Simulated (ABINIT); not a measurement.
Here is an ABINIT 10.8.3 (patched build) calculation.

The input run.abi:

```
# Pseudopotentials
pp_dirpath "./"
pseudos "Ti.GGA_PBE-JTH.xml"

# Structure
acell 2.8708535316 2.8708535316 2.8708535316 Angstrom
rprim
     0.0000000000     0.7071067812     0.7071067812
     0.7071067812     0.0000000000     0.7071067812
     0.7071067812     0.7071067812     0.0000000000
ntypat 1
znucl 22
natom 1
typat 1
xred
     0.0000000000     0.0000000000     0.0000000000

# Plane-wave basis
ecut 18.0
pawecutdg 36.0
pawxcdev 0

# k points
kptopt 1
ngkpt 11 11 11
nshiftk 1
shiftk 0.0 0.0 0.0

# Exchange and correlation
ixc -116133

# Bands and occupations
nband 10
occopt 3
tsmear 0.00183747

# SCF cycle
nstep 100
tolvrs 1.0e-9

# Output
iomode 3
prtwf 0
prtden 0
prteig 0
prtebands 0
enunit 1
```

Potentials or basis: JTH PAW PBE v2.0.

Launch:

```bash
$ abinit run.abi > log 2>&1
```

**Question.** What does it give for the pressure?

**Answer.** -0.3 GPa.

**Question.** Predict the band gap on the k mesh.

**Answer.** None (metal or under the smearing width).

Caveat: the PAW data sets were made with another functional, which shifts forces and pressure a little.
